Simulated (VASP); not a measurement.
# Sb (Im-3m) in VASP: further runs

The runs below take Sb through single point, with PBE.

Program: VASP 6.6.1. These are calculated values, not measurements. Logs are shortened: lines on timing, memory, paths and dates and some standing lists are left out, and cuts for length are marked.

## Step 1: The structure

The structure is cubic, space group Im-3m (No. 229). The conventional cell has a = 3.743 Å, b = 3.743 Å, c = 3.743 Å, α = 90.00°, β = 90.00°, γ = 90.00°. Sb (site symmetry m-3m) has 8 Sb at 3.24 Å as nearest neighbours.

This isn't the form of Sb at room conditions, which is rhombohedral.

## Step 2: Single point, PBE

File INCAR:

```
SYSTEM = Sb
PREC = Accurate
ENCUT = 450
EDIFF = 1E-6
ISMEAR = 0
SIGMA = 0.05
LREAL = .False.
LASPH = .True.
NELM = 100
ALGO = Normal
ISIF = 2
LWAVE = .False.
LCHARG = .False.
GGA = PE
ADDGRID = .True.
```

File KPOINTS:

```
Automatic mesh
0
Gamma
  5 5 5
  0 0 0
```

File POSCAR:

```
Sb
1.0
   -1.8488020000      1.8498240000      1.9110830000
    1.8778730000     -1.8297390000      1.9200690000
    1.8451380000      1.8260750000     -1.8909980000
Sb
1
Direct
   -0.0010080000      0.0132760000      0.0062290000
```

Potentials or basis: VASP PAW PBE potentials, release 64 (Sb).

The run is started by

```sh
cat potpaw_PBE.64/Sb/POTCAR > POTCAR
mpirun -np 1 vasp_std > vasp.out
```

OUTCAR:

```text
SYSTEM = Sb
   PREC = Accurate
   ENCUT = 450
   EDIFF = 1E-6
   ISMEAR = 0
   LREAL = .False.
   LASPH = .True.
   NELM = 100
   ISIF = 2
   GGA = PE

 Found     63 irreducible k-points:

 Following reciprocal coordinates:
            Coordinates               Weight
  0.000000  0.000000  0.000000      1.000000
  0.200000 -0.000000  0.000000      2.000000
  0.400000  0.000000  0.000000      2.000000
 -0.000000  0.200000  0.000000      2.000000
  0.200000  0.200000  0.000000      2.000000
  0.400000  0.200000  0.000000      2.000000
   k-points           NKPTS =     63   k-points in BZ     NKDIM =     63   number of bands    NBANDS=      6
   number of dos      NEDOS =    301   number of ions     NIONS =      1
   total plane-waves  NPLWV =  13824
   dimension x,y,z NGX =    24 NGY =   24 NGZ =   24
   dimension x,y,z NGXF=    48 NGYF=   48 NGZF=   48
   ions per type =               1
   NGX,Y,Z   is equivalent  to a cutoff of  12.32, 12.28, 12.42 a.u.
   NGXF,Y,Z  is equivalent  to a cutoff of  24.64, 24.55, 24.85 a.u.
 SYSTEM =  Sb
   PREC   = accura    normal or accurate (medium, high low for compatibility)
   ISTART =      0    job   : 0-new  1-cont  2-samecut
   ICHARG =      2    charge: 1-file 2-atom 10-const
   ISPIN  =      1    spin polarized calculation?
   LNONCOLLINEAR =      F non collinear calculations
   LSORBIT =      F    spin-orbit coupling
   LASPH  =      T    aspherical Exc in radial PAW
   ENCUT  =  450.0 eV  33.07 Ry    5.75 a.u.   5.60  5.62  5.56*2*pi/ulx,y,z
   NELM   =    100;   NELMIN=  2; NELMDL= -5     # of ELM steps
   EDIFF  = 0.1E-05   stopping-criterion for ELM
   LREAL  =      F    real-space projection
   EDIFFG = 0.1E-04   stopping-criterion for IOM
   NSW    =      0    number of steps for IOM
   IBRION =     -1    ionic relax: 0-MD 1-quasi-New 2-CG
   NFREE  =      0    steps in history (QN), initial steepest desc. (CG)
   ISIF   =      2    stress and relaxation
   ISYM   =      2    0-nonsym 1-usesym 2-fastsym
   POTIM  = 0.5000    time-step for ionic-motion
   TEBEG  =    0.0;   TEEND  =   0.0 temperature during run
   PSTRESS=    0.0 pullay stress
   NELECT =       5.0000    total number of electrons
   NUPDOWN=      -1.0000    fix difference up-down
   EMIN   =  10.00;   EMAX   =-10.00  energy-range for DOS
   EFERMI =   0.00;   METHOD = LEGACY
   ISMEAR =     0;   SIGMA  =   0.05  broadening in eV -4-tet -1-fermi 0-gaus
   EFERMI_NEDOS =   21; number of points for ismear=-14 and -15
   IALGO  =     38    algorithm
   IMIX   =      4    mixing-type and parameters
     AMIX     =   0.40;   BMIX     =  1.00
     AMIX_MAG =   1.60;   BMIX_MAG =  1.00
  volume/ion in A,a.u.               =      26.21       176.89
  Fermi-wavevector in a.u.,A,eV,Ry     =   0.942378  1.780837 12.083020  0.888077
  Thomas-Fermi vector in A             =   2.069982
   LORBIT       =      0    0 simple, 1 ext, 2 COOP (PROOUT), +10 PAW based schemes
   GGA     = PE    functional components
   LHFCALC =     F    Hartree Fock is set to
   AEXX    =    0.0000 exact exchange contribution
   IVDW    =     0    specifies the selected vdW correction
   LEPSILON=     F    determine dielectric tensor
   LRPA    =     F    only Hartree local field effects (RPA)
 non-spin polarized calculation
 Gauss-broadening in eV      SIGMA  =   0.05
  energy-cutoff  :      450.00
  volume of cell :       26.21
 maximum number of plane-waves:       584
 NGX is ok and might be reduce to    24
   NGX = 11   NGY = 11   NGZ = 11

 number of electron       5.0000000 magnetization

 Free energy of the ion-electron system (eV)
  ---------------------------------------------------
  ext. energy  EPLUGINS =         0.00000000
  ---------------------------------------------------
  free energy    TOTEN  =        -3.89276249 eV

  energy without entropy =       -3.88935192  energy(sigma->0) =       -3.89105721

 E-fermi :   8.9331     XC(G=0): -10.3520

 val. band max:        8.9307497215   @ k =  -0.2000  -0.4000   0.4000
 cond. band min:       8.9410026135   @ k =  -0.2000  -0.2000   0.4000
 fundamental gap:      0.0102528920
 Fermi energy:         8.9330764938

 k-point     1 :       0.0000    0.0000    0.0000
  band No.  band energies     occupation
      1      -4.2605      2.00000
      2      14.2729      0.00000
      3      14.5139      0.00000
      4      14.6671      0.00000
      5      19.1200      0.00000
      6      19.3480      0.00000

 k-point     2 :       0.2000   -0.0000    0.0000
  band No.  band energies     occupation
      1      -3.4208      2.00000
      2       9.8417      0.00000
      3      12.6444      0.00000
      4      13.9058      0.00000
      5      17.0064      0.00000
      6      17.3872      0.00000

 k-point     3 :       0.4000    0.0000    0.0000
  band No.  band energies     occupation
      1      -1.0806      2.00000
      2       4.3418      2.00000
      3      10.9132      0.00000
      4      12.9095      0.00000
      5      15.5828      0.00000
      6      16.0828      0.00000

 k-point     4 :      -0.0000    0.2000    0.0000
  band No.  band energies     occupation
      1      -3.4378      2.00000
      2       9.6853      0.00000
      3      12.7992      0.00000
      4      14.0216      0.00000
      5      17.1518      0.00000
      6      17.5352      0.00000

 k-point     5 :       0.2000    0.2000    0.0000
  band No.  band energies     occupation
      1      -1.8656      2.00000
      2       6.8174      2.00000
      3       8.7601      2.00000
      4      12.4908      0.00000
      5      17.5228      0.00000
      6      18.4393      0.00000

 k-point     6 :       0.4000    0.2000    0.0000
  band No.  band energies     occupation
      1       0.2851      2.00000
      2       3.7068      2.00000
      3       7.3219      2.00000
      4      11.6786      0.00000
      5      17.1476      0.00000
      6      19.5189      0.00000

 [... further k-points ...]

------------------------ aborting loop because EDIFF is reached ----------------------------------------

  FORCE on cell =-STRESS in cart. coord.  units (eV):
  Direction    XX          YY          ZZ          XY          YZ          ZX
  --------------------------------------------------------------------------------------
  -------------------------------------------------------------------------------------
  Total       -0.1773580     -0.1569994      0.8148463     -0.0492276      0.0512755     -0.0411716
  in kB      -10.8403327     -9.5959908     49.8043890     -3.0088502      3.1340195     -2.5164607
  external PRESSURE =       9.7893552 kB  Pullay stress =       0.0000000 kB

 VOLUME and BASIS-vectors are now :
 -----------------------------------------------------------------------------
  energy-cutoff  :      450.00
  volume of cell :       26.21
      direct lattice vectors                 reciprocal lattice vectors
    -1.848802000  1.849824000  1.911083000    -0.001760844  0.270622024  0.259612708
     1.877873000 -1.829739000  1.920069000     0.266576263 -0.001149462  0.259001326
     1.845138000  1.826075000 -1.890998000     0.268894891  0.272329269 -0.003468089

 POSITION                                       TOTAL-FORCE (eV/Angst)
 -----------------------------------------------------------------------------------
     -1.81051      1.83504      1.92287         0.000000     -0.000000      0.000000
 -----------------------------------------------------------------------------------
    total drift:                               -0.000000     -0.000000     -0.000000

  FREE ENERGIE OF THE ION-ELECTRON SYSTEM (eV)
  ---------------------------------------------------
  free  energy   TOTEN  =        -3.8927624938 eV

  energy  without entropy=       -3.8893519169  energy(sigma->0) =       -3.89105721
```

OSZICAR:

```text
N       E                     dE             d eps       ncg     rms          rms(c)
DAV:   1     0.663502476198E+01    0.66350E+01   -0.14665E+03   762   0.475E+02
DAV:   2    -0.373344822899E+01   -0.10368E+02   -0.95403E+01  1020   0.688E+01
DAV:   3    -0.389672955490E+01   -0.16328E+00   -0.16158E+00   888   0.943E+00
DAV:   4    -0.389730411397E+01   -0.57456E-03   -0.57450E-03  1080   0.739E-01
DAV:   5    -0.389730582526E+01   -0.17113E-05   -0.17116E-05   954   0.287E-02    0.185E+00
DAV:   6    -0.389427165245E+01    0.30342E-02   -0.22965E-03   864   0.333E-01    0.105E+00
DAV:   7    -0.389274178987E+01    0.15299E-02   -0.48022E-03   798   0.477E-01    0.645E-02
DAV:   8    -0.389276190074E+01   -0.20111E-04   -0.72197E-05  1134   0.818E-02    0.724E-03
DAV:   9    -0.389276249382E+01   -0.59309E-06   -0.93947E-07   876   0.941E-03
   1 F= -.38927625E+01 E0= -.38910572E+01  d E =-.341058E-02
```

Run time: 11 s. Hardware: 1 thread of AMD EPYC 7R43 (Zen 3), shared host; peak memory 0.17 GiB.

The run converged, but some of its settings lie outside the range that counts as converged, so its numbers aren't taken as properties of the crystal.

Results:

- Free energy: -3.8928 eV
- Pressure: 1.0 GPa
- Band gap on the k mesh: none (metal or under the smearing width)

Caveat: the k mesh is coarse (spacing up to 0.48 Å⁻¹), so the values aren't converged.

## Step 3: Single point, PBE

Edit INCAR of step 2 so:

```diff
@@ -7,3 +7,3 @@
 LREAL = .False.
-LASPH = .True.
+LASPH = .False.
 NELM = 100
@@ -14,2 +14,2 @@
 GGA = PE
-ADDGRID = .True.
+ADDGRID = .False.
```

KPOINTS is that of step 2.

File POSCAR:

```
Sb
1.0
   -1.8713408863      1.8713408863      1.8713408863
    1.8713408863     -1.8713408863      1.8713408863
    1.8713408863      1.8713408863     -1.8713408863
Sb
1
Direct
    0.0000000000      0.0000000000      0.0000000000
```

Potentials or basis: VASP PAW PBE potentials, release 64 (Sb).

The run is started by

```sh
cat potpaw_PBE.64/Sb/POTCAR > POTCAR
mpirun -np 1 vasp_std > vasp.out
```

It took 2.5 s on 1 thread of AMD EPYC 7R43 (Zen 3), shared host; peak memory 0.1 GiB.

These settings aren't checked as converged: the numbers below hold their error.

What came out:

| Property | Result |
| --- | --- |
| Free energy | -3.8622 eV |
| Pressure | 1.1 GPa |
| Band gap on the k mesh | none (metal or under the smearing width) |

Caveat: the k mesh is coarse (spacing up to 0.47 Å⁻¹), so the values aren't converged.

## Step 4: Single point, PBE

INCAR is that of step 3.

KPOINTS is that of step 3.

File POSCAR:

```
Sb
1.0
   -1.8488020000      1.8498240000      1.9110830000
    1.8778730000     -1.8297390000      1.9200690000
    1.8451380000      1.8260750000     -1.8909980000
Sb
1
Direct
   -0.0010080000      0.0132760000      0.0062290000
```

Potentials or basis: VASP PAW PBE potentials, release 64 (Sb).

The run is started by

```sh
cat potpaw_PBE.64/Sb/POTCAR > POTCAR
mpirun -np 1 vasp_std > vasp.out
```

OUTCAR:

```text
SYSTEM = Sb
   PREC = Accurate
   ENCUT = 450
   EDIFF = 1E-6
   ISMEAR = 0
   LREAL = .False.
   LASPH = .False.
   NELM = 100
   ISIF = 2
   GGA = PE

 Found     63 irreducible k-points:

 Following reciprocal coordinates:
            Coordinates               Weight
  0.000000  0.000000  0.000000      1.000000
  0.200000 -0.000000  0.000000      2.000000
  0.400000  0.000000  0.000000      2.000000
 -0.000000  0.200000  0.000000      2.000000
  0.200000  0.200000  0.000000      2.000000
  0.400000  0.200000  0.000000      2.000000
   k-points           NKPTS =     63   k-points in BZ     NKDIM =     63   number of bands    NBANDS=      6
   number of dos      NEDOS =    301   number of ions     NIONS =      1
   total plane-waves  NPLWV =  13824
   dimension x,y,z NGX =    24 NGY =   24 NGZ =   24
   dimension x,y,z NGXF=    48 NGYF=   48 NGZF=   48
   ions per type =               1
   NGX,Y,Z   is equivalent  to a cutoff of  12.32, 12.28, 12.42 a.u.
   NGXF,Y,Z  is equivalent  to a cutoff of  24.64, 24.55, 24.85 a.u.
 SYSTEM =  Sb
   PREC   = accura    normal or accurate (medium, high low for compatibility)
   ISTART =      0    job   : 0-new  1-cont  2-samecut
   ICHARG =      2    charge: 1-file 2-atom 10-const
   ISPIN  =      1    spin polarized calculation?
   LNONCOLLINEAR =      F non collinear calculations
   LSORBIT =      F    spin-orbit coupling
   LASPH  =      F    aspherical Exc in radial PAW
   ENCUT  =  450.0 eV  33.07 Ry    5.75 a.u.   5.60  5.62  5.56*2*pi/ulx,y,z
   NELM   =    100;   NELMIN=  2; NELMDL= -5     # of ELM steps
   EDIFF  = 0.1E-05   stopping-criterion for ELM
   LREAL  =      F    real-space projection
   EDIFFG = 0.1E-04   stopping-criterion for IOM
   NSW    =      0    number of steps for IOM
   IBRION =     -1    ionic relax: 0-MD 1-quasi-New 2-CG
   NFREE  =      0    steps in history (QN), initial steepest desc. (CG)
   ISIF   =      2    stress and relaxation
   ISYM   =      2    0-nonsym 1-usesym 2-fastsym
   POTIM  = 0.5000    time-step for ionic-motion
   TEBEG  =    0.0;   TEEND  =   0.0 temperature during run
   PSTRESS=    0.0 pullay stress
   NELECT =       5.0000    total number of electrons
   NUPDOWN=      -1.0000    fix difference up-down
   EMIN   =  10.00;   EMAX   =-10.00  energy-range for DOS
   EFERMI =   0.00;   METHOD = LEGACY
   ISMEAR =     0;   SIGMA  =   0.05  broadening in eV -4-tet -1-fermi 0-gaus
   EFERMI_NEDOS =   21; number of points for ismear=-14 and -15
   IALGO  =     38    algorithm
   IMIX   =      4    mixing-type and parameters
     AMIX     =   0.40;   BMIX     =  1.00
     AMIX_MAG =   1.60;   BMIX_MAG =  1.00
  volume/ion in A,a.u.               =      26.21       176.89
  Fermi-wavevector in a.u.,A,eV,Ry     =   0.942378  1.780837 12.083020  0.888077
  Thomas-Fermi vector in A             =   2.069982
   LORBIT       =      0    0 simple, 1 ext, 2 COOP (PROOUT), +10 PAW based schemes
   GGA     = PE    functional components
   LHFCALC =     F    Hartree Fock is set to
   AEXX    =    0.0000 exact exchange contribution
   IVDW    =     0    specifies the selected vdW correction
   LEPSILON=     F    determine dielectric tensor
   LRPA    =     F    only Hartree local field effects (RPA)
 non-spin polarized calculation
 Gauss-broadening in eV      SIGMA  =   0.05
  energy-cutoff  :      450.00
  volume of cell :       26.21
 maximum number of plane-waves:       584
 NGX is ok and might be reduce to    24
   NGX = 11   NGY = 11   NGZ = 11

 number of electron       5.0000000 magnetization

 Free energy of the ion-electron system (eV)
  ---------------------------------------------------
  ext. energy  EPLUGINS =         0.00000000
  ---------------------------------------------------
  free energy    TOTEN  =        -3.89274107 eV

  energy without entropy =       -3.88933147  energy(sigma->0) =       -3.89103627

 E-fermi :   8.9330     XC(G=0): -10.3520

 val. band max:        8.9305248066   @ k =  -0.2000  -0.4000   0.4000
 cond. band min:       8.9407962447   @ k =  -0.2000  -0.2000   0.4000
 fundamental gap:      0.0102714381
 Fermi energy:         8.9330378229

 k-point     1 :       0.0000    0.0000    0.0000
  band No.  band energies     occupation
      1      -4.2605      2.00000
      2      14.2732      0.00000
      3      14.5135      0.00000
      4      14.6671      0.00000
      5      19.1202      0.00000
      6      19.3482      0.00000

 k-point     2 :       0.2000   -0.0000    0.0000
  band No.  band energies     occupation
      1      -3.4208      2.00000
      2       9.8418      0.00000
      3      12.6441      0.00000
      4      13.9060      0.00000
      5      17.0064      0.00000
      6      17.3872      0.00000

 k-point     3 :       0.4000    0.0000    0.0000
  band No.  band energies     occupation
      1      -1.0806      2.00000
      2       4.3419      2.00000
      3      10.9129      0.00000
      4      12.9096      0.00000
      5      15.5829      0.00000
      6      16.0828      0.00000

 k-point     4 :      -0.0000    0.2000    0.0000
  band No.  band energies     occupation
      1      -3.4378      2.00000
      2       9.6854      0.00000
      3      12.7989      0.00000
      4      14.0218      0.00000
      5      17.1519      0.00000
      6      17.5352      0.00000

 k-point     5 :       0.2000    0.2000    0.0000
  band No.  band energies     occupation
      1      -1.8655      2.00000
      2       6.8176      2.00000
      3       8.7599      2.00000
      4      12.4909      0.00000
      5      17.5229      0.00000
      6      18.4390      0.00000

 k-point     6 :       0.4000    0.2000    0.0000
  band No.  band energies     occupation
      1       0.2851      2.00000
      2       3.7068      2.00000
      3       7.3218      2.00000
      4      11.6786      0.00000
      5      17.1476      0.00000
      6      19.5189      0.00000

 [... further k-points ...]

------------------------ aborting loop because EDIFF is reached ----------------------------------------

  FORCE on cell =-STRESS in cart. coord.  units (eV):
  Direction    XX          YY          ZZ          XY          YZ          ZX
  --------------------------------------------------------------------------------------
  -------------------------------------------------------------------------------------
  Total       -0.1765633     -0.1577862      0.8152543     -0.0491915      0.0511617     -0.0412660
  in kB      -10.7917595     -9.6440861     49.8293287     -3.0066455      3.1270644     -2.5222261
  external PRESSURE =       9.7978277 kB  Pullay stress =       0.0000000 kB

 VOLUME and BASIS-vectors are now :
 -----------------------------------------------------------------------------
  energy-cutoff  :      450.00
  volume of cell :       26.21
      direct lattice vectors                 reciprocal lattice vectors
    -1.848802000  1.849824000  1.911083000    -0.001760844  0.270622024  0.259612708
     1.877873000 -1.829739000  1.920069000     0.266576263 -0.001149462  0.259001326
     1.845138000  1.826075000 -1.890998000     0.268894891  0.272329269 -0.003468089

 POSITION                                       TOTAL-FORCE (eV/Angst)
 -----------------------------------------------------------------------------------
     -1.81051      1.83504      1.92287         0.000000     -0.000000     -0.000000
 -----------------------------------------------------------------------------------
    total drift:                               -0.000000      0.000000     -0.000000

  FREE ENERGIE OF THE ION-ELECTRON SYSTEM (eV)
  ---------------------------------------------------
  free  energy   TOTEN  =        -3.8927410733 eV

  energy  without entropy=       -3.8893314715  energy(sigma->0) =       -3.89103627
```

stdout:

```text
POSCAR found type information on POSCAR Sb
 POSCAR found :  1 types and       1 ions
 scaLAPACK will be used
 LDA part: xc-table for (Slater+PW92), standard interpolation
 POSCAR, INCAR and KPOINTS ok, starting setup
 FFT: planning ... GRIDC
 FFT: planning ... GRID_SOFT
 FFT: planning ... GRID
 WAVECAR not read
 entering main loop
```

Run time: 6.9 s. Hardware: 1 thread of AMD EPYC 7R43 (Zen 3), shared host; peak memory 0.1 GiB.

These settings aren't checked as converged: the numbers below hold their error.

Results:

- Free energy: -3.8927 eV
- Pressure: 1.0 GPa
- Band gap on the k mesh: none (metal or under the smearing width)

Caveat: the k mesh is coarse (spacing up to 0.48 Å⁻¹), so the values aren't converged.

## Step 5: Single point, PBE

File INCAR:

```
SYSTEM = Sb
PREC = Normal
ENCUT = 450
EDIFF = 1E-4
ISMEAR = 0
SIGMA = 0.05
LREAL = Auto
LASPH = .True.
NELM = 100
ALGO = Normal
ISIF = 2
LWAVE = .False.
LCHARG = .False.
GGA = PE
ADDGRID = .False.
```

KPOINTS is that of step 4.

File POSCAR:

```
Sb
1.0
   -1.8713408863      1.8713408863      1.8713408863
    1.8713408863     -1.8713408863      1.8713408863
    1.8713408863      1.8713408863     -1.8713408863
Sb
1
Direct
    0.0000000000      0.0000000000      0.0000000000
```

The run is started by

```sh
cat potpaw_PBE.64/Sb/POTCAR > POTCAR
mpirun -np 1 vasp_std > vasp.out
```

Run time: 2.4 s. Hardware: 1 thread of AMD EPYC 7R43 (Zen 3), shared host; peak memory 0.07 GiB.

These settings aren't checked as converged: the numbers below hold their error.

Results:

```
Free energy            : -3.8609 eV
Pressure               : 1.1 GPa
Band gap on the k mesh : none (metal or under the smearing width)
```

Caveat: the k mesh is coarse (spacing up to 0.47 Å⁻¹), so the values aren't converged.

## Step 6: The reference run

An earlier run on the cell as given: functional PBE; potentials or basis VASP PAW PBE potentials, release 64 (Sb); cutoff 520 eV; k mesh 10 × 10 × 10; occupations fermi-dirac, width 0.05 eV; no spin polarisation.

- Pressure: 3.0 GPa
- Band gap on the k mesh: none (metal or under the smearing width)
